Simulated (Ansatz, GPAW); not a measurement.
## TaN: programs and potentials compared

```
Ta N
1.0
     0.00000    2.21132    2.21132
     2.21132    0.00000    2.21132
     2.21132    2.21132    0.00000
Ta N
1 1
Direct
  0.50000 0.50000 0.50000
  0.00000 0.00000 0.00000
```

The cell comes from a database or a generator and needn't be the stable form of this composition.

Alike in all runs: task single point; functional PBE; k mesh 10 × 10 × 10; occupations gaussian, width 0.014 eV; no spin polarisation; no spin-orbit coupling. A missing gap at this level doesn't show that the real crystal is a metal. Pressure is positive in compression and, in plane waves, holds the error of the finite cutoff, which Ansatz's Pulay term estimates and takes out.

```tsv
program and potentials	plane-wave cutoff (eV)	notes	band gap (eV)	pressure (GPa)
Ansatz, Ansatz PAW	420	Pulay term of +0.49 GPa included	no gap	-1.37
GPAW, GPAW PAW data sets (gpaw-data 1.2.1)	800	-	no gap	-1.58
Ansatz, all-electron LAPW, scalar-relativistic	-	-	no gap	-1.21
```

None finds a gap. The pressure spans -1.58 (GPAW, GPAW PAW data sets (gpaw-data 1.2.1)) to -1.21 GPa (Ansatz, all-electron LAPW, scalar-relativistic), with all-electron results at -1.21.

The functional is the same throughout but for its coding, so the spread measures potentials, basis and numerics; runs on potential files found faulty are left out.
